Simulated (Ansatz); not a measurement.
# P: the cost of one run

Method: DFT PBEsol, scalar-relativistic, plane waves, PAW, in Ansatz 0.2.0.

1 further run of the same task is left out (set aside as unsound or not needed). Runs told in other sessions of the task aren't counted.

## (1) The system as given

The structure is orthorhombic, space group Pmna (No. 53). Conventional cell: a = 3.284 Å, b = 34.875 Å, c = 4.437 Å, α = 90.00°, β = 90.00°, γ = 90.00°. Around P (site symmetry m) lie 3 P at 2.21 to 2.24 Å.

As a file:

```
CELL_PARAMETERS angstrom
3.28437 0.00000 0.00000
0.00000 34.87475 0.00000
0.00000 0.00000 4.43691
ATOMIC_POSITIONS crystal
P 0.00000 0.96969 0.58262
P 0.00000 0.03031 0.41738
P 0.50000 0.03031 0.08262
P 0.50000 0.96969 0.91738
```

It goes back to an entry of the Materials Project, which need not be the stable form.

This cell was relaxed beforehand with the same method: volume 127.05 Å³/atom, gap on the mesh 0.70 eV.

## (2) Zero of energy

The reference gives a free energy of -2959.9261 eV, pressure 0.00 GPa, largest force 0.004 eV/Å and gap on the mesh 0.70 eV. It was computed beforehand with the settings of the runs below.

## (3) Next: moving one atom along a line

Atom 1 (P) is moved by x along the Cartesian unit vector (0.707, 0.707, 0.000); the cell and all other atoms stay fixed. Forces below are components along that vector, summed over the moved atoms. In a periodic cell its images move with it.

## (4) x = -0.600 Å

File input.yaml:

```yaml
crystal:
  lattice:
    - [3.2843671017, 0.0, 0.0]
    - [0.0, 34.8747470704, 0.0]
    - [0.0, 0.0, 4.4369100789]
  atoms:
    - { symbol: P, position: [-0.1291768111, 0.9575222574, 0.5826201292] }
    - { symbol: P, position: [0.0, 0.0303123764, 0.4173798708] }
    - { symbol: P, position: [0.5, 0.0303123764, 0.0826201292] }
    - { symbol: P, position: [0.5, 0.9696876236, 0.9173798708] }
basis:
  ecutwfc: 420
kpoints:
  mp_grid: { grid: [8, 1, 6] }
hamiltonian:
  xc: pbesol
scf:
  occupations: { method: gaussian, width: 0.05 }
output:
  forces: true
  stress: true
  eigenvalues: true
```

Command:

```
ansatz run input.yaml --threads 1 --pin off --max-ram 2560MiB --backend cpu --events-out ev --progress --plain --runs-dir out
```

Q: Estimate wall time and peak memory on 1 thread of Intel Xeon Platinum 8488C (Sapphire Rapids), shared host.

About 12 s, with a peak of 0.62 GiB.
